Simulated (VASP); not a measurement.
# KI (Pm-3m) in VASP: reference runs, part 2 of 2

VASP 6.6.1. Earlier steps stand in the parts before.

## 3. Single point, PBE (atoms moved at random, drawn with an rms of 0.05 Å)

Input file INCAR:

```
SYSTEM = KI
  ALGO = Normal
  EDIFF = 1E-7
  ENCUT = 520
  GGA = PE
  ISIF = 2
  ISMEAR = -1
  LASPH = .TRUE.
  LCHARG = .FALSE.
  LREAL = .FALSE.
  LWAVE = .FALSE.
  NBANDS = 15
  NELM = 80
  PREC = Accurate
  SIGMA = 0.05
```

Input file KPOINTS:

```
k-points
0
G
  6 6 6
  0 0 0
```

Input file POSCAR:

```
KI
1.0
    4.2911966600      0.0000000000      0.0000000000
    0.0000000000      4.2911966600      0.0000000000
    0.0000000000      0.0000000000      4.2911966600
I K
1 1
Direct
    0.5074420000      0.4867770000      0.4926840000
    0.0017920000      0.0069230000      0.0096000000
```

Potentials or basis: VASP PAW PBE potentials, release 64 (I, K_sv).

Started as:

```console
$ cat potpaw_PBE.64/I/POTCAR potpaw_PBE.64/K_sv/POTCAR > POTCAR
$ mpirun -np 1 vasp_std > vasp.out
```

OUTCAR:

```text
SYSTEM = KI
   EDIFF = 1E-7
   ENCUT = 520
   GGA = PE
   ISIF = 2
   ISMEAR = -1
   LASPH = .TRUE.
   LREAL = .FALSE.
   NELM = 80
   PREC = Accurate

 ion  position               nearest neighbor table
   1  0.507  0.487  0.493-   2 3.61   2 3.64
   2  0.002  0.007  0.010-   1 3.61   1 3.64

  LATTYP: Found a simple cubic cell.
 ALAT       =     4.2911966600

  Lattice vectors:

 A1 = (   4.2911966600,   0.0000000000,   0.0000000000)
 A2 = (   0.0000000000,   4.2911966600,   0.0000000000)
 A3 = (   0.0000000000,   0.0000000000,   4.2911966600)

Analysis of symmetry for initial positions (statically):
=====================================================================
 Subroutine PRICEL returns:
 Original cell was already a primitive cell.

 Routine SETGRP: Setting up the symmetry group for a
 simple cubic supercell.

 Subroutine GETGRP returns: Found  1 space group operations
 (whereof  1 operations were pure point group operations)
 out of a pool of 48 trial point group operations.

The static configuration has the point symmetry C_1 .

Analysis of symmetry for dynamics (positions and initial velocities):
=====================================================================
 Subroutine PRICEL returns:
 Original cell was already a primitive cell.

 Routine SETGRP: Setting up the symmetry group for a
 simple cubic supercell.

 Subroutine GETGRP returns: Found  1 space group operations
 (whereof  1 operations were pure point group operations)
 out of a pool of 48 trial point group operations.

The dynamic configuration has the point symmetry C_1 .

 Subroutine INISYM returns: Found  1 space group operations
 (whereof  1 operations are pure point group operations),
 and found     1 'primitive' translations

----------------------------------------------------------------------------------------

                                     Primitive cell

  volume of cell :      79.0197

  direct lattice vectors                    reciprocal lattice vectors
     4.291196660  0.000000000  0.000000000     0.233035230  0.000000000  0.000000000
     0.000000000  4.291196660  0.000000000     0.000000000  0.233035230  0.000000000
     0.000000000  0.000000000  4.291196660     0.000000000  0.000000000  0.233035230

  length of vectors
     4.291196660  4.291196660  4.291196660     0.233035230  0.233035230  0.233035230

  position of ions in fractional coordinates (direct lattice)
     0.507442000  0.486777000  0.492684000
     0.001792000  0.006923000  0.009600000

  ion indices of the primitive-cell ions
   primitive index   ion index
                 1           1
                 2           2

----------------------------------------------------------------------------------------

 KPOINTS: k-points

Automatic generation of k-mesh.
 Grid dimensions read from file:
 generate k-points for:    6    6    6

 Generating k-lattice:

  Cartesian coordinates                     Fractional coordinates (reciprocal lattice)
     0.038839205  0.000000000  0.000000000     0.166666667  0.000000000  0.000000000
     0.000000000  0.038839205  0.000000000     0.000000000  0.166666667  0.000000000
     0.000000000  0.000000000  0.038839205     0.000000000  0.000000000  0.166666667

  Length of vectors
     0.038839205  0.038839205  0.038839205

  Shift w.r.t. Gamma in fractional coordinates (k-lattice)
     0.000000000  0.000000000  0.000000000
[... 61 lines left out ...]
   total plane-waves  NPLWV =  32768
   dimension x,y,z NGX =    32 NGY =   32 NGZ =   32
   dimension x,y,z NGXF=    64 NGYF=   64 NGZF=   64
   ions per type =               1   1
   NGX,Y,Z   is equivalent  to a cutoff of  12.40, 12.40, 12.40 a.u.
   NGXF,Y,Z  is equivalent  to a cutoff of  24.79, 24.79, 24.79 a.u.
 SYSTEM =  KI
   PREC   = accura    normal or accurate (medium, high low for compatibility)
   ISTART =      0    job   : 0-new  1-cont  2-samecut
   ICHARG =      2    charge: 1-file 2-atom 10-const
   ISPIN  =      1    spin polarized calculation?
   LNONCOLLINEAR =      F non collinear calculations
   LSORBIT =      F    spin-orbit coupling
   LASPH  =      T    aspherical Exc in radial PAW
   ENCUT  =  520.0 eV  38.22 Ry    6.18 a.u.   7.98  7.98  7.98*2*pi/ulx,y,z
   NELM   =     80;   NELMIN=  2; NELMDL= -5     # of ELM steps
   EDIFF  = 0.1E-06   stopping-criterion for ELM
   LREAL  =      F    real-space projection
   EDIFFG = 0.1E-05   stopping-criterion for IOM
   NSW    =      0    number of steps for IOM
   IBRION =     -1    ionic relax: 0-MD 1-quasi-New 2-CG
   NFREE  =      0    steps in history (QN), initial steepest desc. (CG)
   ISIF   =      2    stress and relaxation
   ISYM   =      2    0-nonsym 1-usesym 2-fastsym
   POTIM  = 0.5000    time-step for ionic-motion
   TEBEG  =    0.0;   TEEND  =   0.0 temperature during run
   PSTRESS=    0.0 pullay stress
   NELECT =      16.0000    total number of electrons
   NUPDOWN=      -1.0000    fix difference up-down
   EMIN   =  10.00;   EMAX   =-10.00  energy-range for DOS
   EFERMI =   0.00;   METHOD = LEGACY
   ISMEAR =    -1;   SIGMA  =   0.05  broadening in eV -4-tet -1-fermi 0-gaus
   EFERMI_NEDOS =   21; number of points for ismear=-14 and -15
   IALGO  =     38    algorithm
   IMIX   =      4    mixing-type and parameters
     AMIX     =   0.40;   BMIX     =  1.00
     AMIX_MAG =   1.60;   BMIX_MAG =  1.00
  volume/ion in A,a.u.               =      39.51       266.63
  Fermi-wavevector in a.u.,A,eV,Ry     =   0.961324  1.816639 12.573738  0.924144
  Thomas-Fermi vector in A             =   2.090686
   LORBIT       =      0    0 simple, 1 ext, 2 COOP (PROOUT), +10 PAW based schemes
   GGA     = PE    functional components
   LHFCALC =     F    Hartree Fock is set to
   AEXX    =    0.0000 exact exchange contribution
   IVDW    =     0    specifies the selected vdW correction
   LEPSILON=     F    determine dielectric tensor
   LRPA    =     F    only Hartree local field effects (RPA)
 non-spin polarized calculation
  energy-cutoff  :      520.00
  volume of cell :       79.02
 maximum number of plane-waves:      2176
   NGX = 15   NGY = 15   NGZ = 15

 number of electron      15.9999999 magnetization

 Free energy of the ion-electron system (eV)
  ---------------------------------------------------
  ext. energy  EPLUGINS =         0.00000000
  ---------------------------------------------------
  free energy    TOTEN  =        -5.41699355 eV

  energy without entropy =       -5.41699355  energy(sigma->0) =       -5.41699355

 E-fermi :   1.9109     XC(G=0):  -7.7073

 val. band max:        0.8774564052   @ k =   0.5000   0.0000   0.5000
 cond. band min:       4.2127422556   @ k =   0.0000   0.0000   0.0000
 fundamental gap:      3.3352858504
 Fermi energy:         1.9109435150

 k-point     1 :       0.0000    0.0000    0.0000
  band No.  band energies     occupation
      1     -28.4923      2.00000
      2     -11.9476      2.00000
      3     -11.9459      2.00000
      4     -11.9457      2.00000
      5     -10.2784      2.00000
      6       0.5160      2.00000
      7       0.5174      2.00000
      8       0.5186      2.00000
      9       4.2127      0.00000
     10       5.6489      0.00000
     11       5.6607      0.00000
     12       9.2648      0.00000
     13       9.2775      0.00000
     14       9.2803      0.00000
[... 689 lines left out ...]
      2     -12.0372      2.00000
      3     -12.0086      2.00000
      4     -11.9302      2.00000
      5      -9.9703      2.00000
      6      -0.7709      2.00000
      7      -0.5741      2.00000
      8       0.7400      2.00000
      9       5.6666      0.00000
     10       6.5050      0.00000
     11       7.9723      0.00000
     12       8.5487      0.00000
     13       8.5724      0.00000
     14       8.8868      0.00000
     15      10.1605      0.00000

 [... further k-points ...]

------------------------ aborting loop because EDIFF is reached ----------------------------------------

  FORCE on cell =-STRESS in cart. coord.  units (eV):
  Direction    XX          YY          ZZ          XY          YZ          ZX
  --------------------------------------------------------------------------------------
  -------------------------------------------------------------------------------------
  Total        0.2754646      0.2711915      0.2725437     -0.0078380      0.0231864     -0.0066182
  in kB        5.5852309      5.4985911      5.5260068     -0.1589214      0.4701195     -0.1341891
  external PRESSURE =       5.5366096 kB  Pullay stress =       0.0000000 kB

 VOLUME and BASIS-vectors are now :
 -----------------------------------------------------------------------------
  energy-cutoff  :      520.00
  volume of cell :       79.02
      direct lattice vectors                 reciprocal lattice vectors
     4.291196660  0.000000000  0.000000000     0.233035230  0.000000000  0.000000000
     0.000000000  4.291196660  0.000000000     0.000000000  0.233035230  0.000000000
     0.000000000  0.000000000  4.291196660     0.000000000  0.000000000  0.233035230

 POSITION                                       TOTAL-FORCE (eV/Angst)
 -----------------------------------------------------------------------------------
      2.17753      2.08886      2.11420        -0.014621      0.050845      0.043040
      0.00769      0.02971      0.04120         0.014621     -0.050845     -0.043040
 -----------------------------------------------------------------------------------
    total drift:                               -0.000010     -0.000072      0.000072

  FREE ENERGIE OF THE ION-ELECTRON SYSTEM (eV)
  ---------------------------------------------------
  free  energy   TOTEN  =        -5.4169935538 eV

  energy  without entropy=       -5.4169935538  energy(sigma->0) =       -5.41699355
```

OSZICAR:

```text
N       E                     dE             d eps       ncg     rms          rms(c)
DAV:   1     0.866660649535E+02    0.86666E+02   -0.65927E+03  3360   0.915E+02
DAV:   2    -0.367460466487E+00   -0.87034E+02   -0.81781E+02  4266   0.216E+02
DAV:   3    -0.527381757423E+01   -0.49064E+01   -0.48843E+01  4882   0.445E+01
DAV:   4    -0.552440784802E+01   -0.25059E+00   -0.25053E+00  4999   0.888E+00
DAV:   5    -0.552623874281E+01   -0.18309E-02   -0.18308E-02  4870   0.897E-01    0.271E+00
DAV:   6    -0.543386032179E+01    0.92378E-01   -0.66464E-02  4354   0.175E+00    0.194E+00
DAV:   7    -0.541424197179E+01    0.19618E-01   -0.91162E-02  4508   0.175E+00    0.743E-01
DAV:   8    -0.541678595210E+01   -0.25440E-02   -0.13386E-02  3779   0.762E-01    0.154E-01
DAV:   9    -0.541691647180E+01   -0.13052E-03   -0.59324E-04  4879   0.163E-01    0.717E-02
DAV:  10    -0.541697808028E+01   -0.61608E-04   -0.96148E-05  4041   0.649E-02    0.155E-02
DAV:  11    -0.541699408998E+01   -0.16010E-04   -0.25303E-05  4067   0.327E-02    0.181E-02
DAV:  12    -0.541699361619E+01    0.47379E-06   -0.70649E-07  4634   0.628E-03    0.106E-02
DAV:  13    -0.541699355384E+01    0.62343E-07   -0.26014E-07  4123   0.274E-03
   1 F= -.54169936E+01 E0= -.54169936E+01  d E =-.752499E-10
```

stdout:

```text
POSCAR found type information on POSCAR I K
 POSCAR found :  2 types and       2 ions
 scaLAPACK will be used
 LDA part: xc-table for (Slater+PW92), standard interpolation
 POSCAR, INCAR and KPOINTS ok, starting setup
 FFT: planning ... GRIDC
 FFT: planning ... GRID_SOFT
 FFT: planning ... GRID
 WAVECAR not read
 entering main loop
```

Wall time 30 s (1 thread of Intel Xeon 6975P-C (Granite Rapids), shared host); peak memory 0.26 GiB.

Results:

```
Free energy            : -5.4170 eV
Pressure               : 0.6 GPa
Largest force          : 0.068 eV/Å
Band gap on the k mesh : 3.34 eV, indirect (least direct gap 3.69 eV)
```

Forces on the atoms (eV/Å):
```
I   -0.015  0.051  0.043
K    0.015 -0.051 -0.043
```

Caveat: spin-orbit coupling is left out, which moves the levels of the heavy elements. A k mesh can miss the band edges.
